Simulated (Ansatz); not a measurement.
# CaO: phonon heat capacity and phonon entropy against temperature

Results calculated with Ansatz 0.2.0, not measured. Harmonic vibrational free energy, entropy and heat capacity at constant volume, per atom, from the force constants of a q mesh, imaginary modes left out; plane waves with PAW datasets, Gamma-centred k mesh.

Structure of every row (space group Fm-3m, No. 225):
```
cell vectors (Å)
   0.0000     2.4154     2.4154
   2.4154     0.0000     2.4154
   2.4154     2.4154     0.0000
atoms (fractions of the cell vectors)
Ca  0.00000  0.00000  0.00000
O   0.50000  0.50000  0.50000
```

Settings of every row: functional PBE; dispersion none; spin none; wave cutoff 420 eV; k mesh 8x8x8; occupations fixed; smearing width 0 eV; pressure 0 GPa; phonon method linear response; q mesh 4x4x4.

```csv
row,temperature (K),phonon heat capacity (kB/atom),phonon entropy (kB/atom),phonon free energy (meV/atom)
1,200,2.158,1.587,41.8
2,300,2.568,2.553,23.8
3,400,?,?,?
4,500,2.831,3.941,-33
5,600,2.881,4.462,-69.3
6,700,2.912,4.908,-109.7
7,800,2.932,5.298,-153.7
8,900,2.946,5.645,-200.9
9,1000,2.956,5.956,-250.9
```

Question: what phonon heat capacity and phonon entropy should row 3 give?

Worked fit of phonon heat capacity. At high temperature a harmonic heat capacity falls short of its limit by a term in 1/T², so take t = (100 K / T)². The shown rows have t = 0.25, 0.11111, 0.04, 0.02778, 0.02041, 0.01562, 0.01235, 0.01. Least squares give phonon heat capacity = 2.9979 − 4.2889 × t + 3.719 × t² kB/atom; a straight line predicts inner rows, each left out in turn, worse (root mean square 0.02 against 0.002 kB/atom). The rows lie off it by 0.000, 0.001, -0.001, -0.001, 0.000, 0.000, 0.001, 0.001. The constant, 2.9979 kB/atom, is to be held against the harmonic limit of 3 k_B an atom. The withheld row has t = 0.0625, so the fit gives 2.9979 − 4.2889 × (0.0625) + 3.719 × (0.0625)² = 2.744 kB/atom.

The calculation gave 2.743 kB/atom. The fit lies 0.001 kB/atom (0.13 % of the column's range) above it, one unit of the last digit.

Worked fit of phonon entropy. Entropy rises as the heat capacity times the change of ln T, so take t = ln(T / 300 K). The shown rows have t = -0.4055, 0, 0.5108, 0.6931, 0.8473, 0.9808, 1.0986, 1.204. Least squares give phonon entropy = 2.5771 + 2.55767 × t + 0.21487 × t² kB/atom; a straight line predicts inner rows, each left out in turn, worse (root mean square 0.053 against 0.017 kB/atom). The rows lie off it by 0.012, -0.024, 0.001, 0.009, 0.010, 0.006, -0.001, -0.012 (root mean square 0.012 kB/atom), a smooth pattern that one more power would take up: the form is only approximate. The slope at t = 0, 2.56 kB/atom, estimates the heat capacity at 300 K. The withheld row has t = 0.2877, so the fit gives 2.5771 + 2.55767 × (0.2877) + 0.21487 × (0.2877)² = 3.331 kB/atom.

The calculation gave 3.318 kB/atom. The fit lies 0.013 kB/atom (0.3 % of the column's range) above it; its largest miss of a shown row is 0.024 kB/atom.

The other values of row 3: phonon free energy -1.6 meV/atom.
